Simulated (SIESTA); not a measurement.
**C in SIESTA: convergence with basis size**

The system is C.

```xyz
2
Lattice="0.0000 1.7834 1.7834 1.7834 0.0000 1.7834 1.7834 1.7834 0.0000" Properties=species:S:1:pos:R:3 pbc="T T T"
C     2.6879    2.6785    2.6766
C     1.7695    1.7528    1.7618
```

This isn't the form of C at room conditions, which is graphite.

The cell isn't the ideal one: atoms moved at random, drawn with an rms of 0.05 Å.

| Quantity | Value |
| --- | --- |
| Program | SIESTA 5.4.2 |
| Task | single point |
| Functional | PBE |
| Potentials or basis | PseudoDojo 0.4 standard (PBE files) |
| Basis | SZ (energy shift 0.003 Ry) |
| Grid cutoff | 500 Ry |
| Energy shift | 0.003 Ry |
| k mesh | 10 × 10 × 10 |
| Occupations | fermi-dirac, width 0.05 eV |
| Spin | no spin polarisation |

These are the settings of the first run; the series varies basis size, with any setting tied to it.

Hardware: 1 thread of Arm Neoverse V2, with other jobs on the host.

Q: The values tried are SZ, SZP, DZ, DZP, DZDP, TZP, TZDP, TZTP, loosest first. From which on does the gap on the mesh stay within 0.01 eV of the tightest run that finished?

A: From TZDP on.

| basis size | energy less the tightest run, at zero smearing (meV/atom) | pressure (GPa) | largest force (eV/Å) | gap on the mesh (eV) | SCF cycles | CPU time (s) | peak memory (GiB) |
| --- | --- | --- | --- | --- | --- | --- | --- |
| SZ | 816.15 | 23.89 | 2.182 | 4.430 | 5 | 3.9 | 0.14 |
| SZP | 529.68 | 18.14 | 1.917 | 3.620 | 7 | 22 | 0.17 |
| DZ | 267.80 | 12.79 | 1.854 | 3.949 | 7 | 8.5 | 0.15 |
| DZP | 39.48 | 11.13 | 1.772 | 3.397 | 6 | 28 | 0.18 |
| DZDP | 59.39 | 9.08 | 1.720 | 3.457 | 7 | 60 | 0.2 |
| TZP | 0.48 | 6.94 | 1.731 | 3.385 | 7 | 47 | 0.19 |
| TZDP | 18.74 | 6.44 | 1.702 | 3.415 | 7 | 81 | 0.22 |
| TZTP | 0.00 | 4.80 | 1.703 | 3.410 | 7 | 120 | 0.26 |

Against the tightest run, the largest force stays within 0.005 eV/Å from TZDP on. Not settled before the last step: the energy (to 1 meV/atom), the pressure (to 0.1 GPa). The tightest run that finished is the yardstick and may itself not be fully converged.

Caveat, for the tightest run too: the basis of atomic orbitals isn't converged, which shifts pressures, moduli and gaps.
